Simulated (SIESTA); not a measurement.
The system is HfO2.

```
CELL_PARAMETERS angstrom
3.55802 0.00000 0.00000
0.00000 3.55802 0.00000
0.00000 0.00000 5.17186
ATOMIC_POSITIONS crystal
Hf 0.00000 0.00000 0.00000
Hf 0.50000 0.50000 0.50000
O 0.00000 0.50000 0.19721
O 0.50000 0.00000 0.30279
O 0.50000 0.00000 0.80279
O 0.00000 0.50000 0.69721
```

Measurements of this composition are mostly on another form, of space group No. 14.

Base run:

```yaml
Program: SIESTA 5.4.2
Functional: PBE
Potentials_or_basis: PseudoDojo 0.4 standard (PBE files, fully relativistic)
Basis: DZP (energy shift 0.003 Ry; two zetas on semicore shells)
Grid_cutoff: 800 Ry
Energy_shift: 0.003 Ry
k_mesh: 8 × 8 × 5
Occupations: fermi-dirac, width 0.05 eV
Spin: non-collinear spin, zero start, spin-orbit coupling
Starting_moments: "[[0.0, 0.0, 0.0], [0.0, 0.0, 0.0], [0.0, 0.0, 0.0], [0.0, 0.0, 0.0], [0.0, 0.0, 0.0], [0.0, 0.0, 0.0]] μB"
```

Its results: band gap on the k mesh 4.58 eV, indirect (least direct gap 4.64 eV); pressure 11.3 GPa; largest force 0.304 eV/Å.

Question: The run is repeated on the same cell with these changes: potentials or basis from PseudoDojo 0.4 standard (PBE files, fully relativistic) to PseudoDojo 0.4 standard (PBE files); spin from non-collinear spin, zero start, spin-orbit coupling to no spin polarisation. What comes out?

Answer: Band gap on the k mesh 4.60 eV, indirect (least direct gap 4.66 eV); pressure 12.7 GPa; largest force 0.301 eV/Å.

Caveats: short orbitals over semicore shells can move pressures by several GPa; the basis of atomic orbitals isn't converged, which shifts pressures, moduli and gaps; spin-orbit coupling is left out, which moves the levels of the heavy elements (some runs).
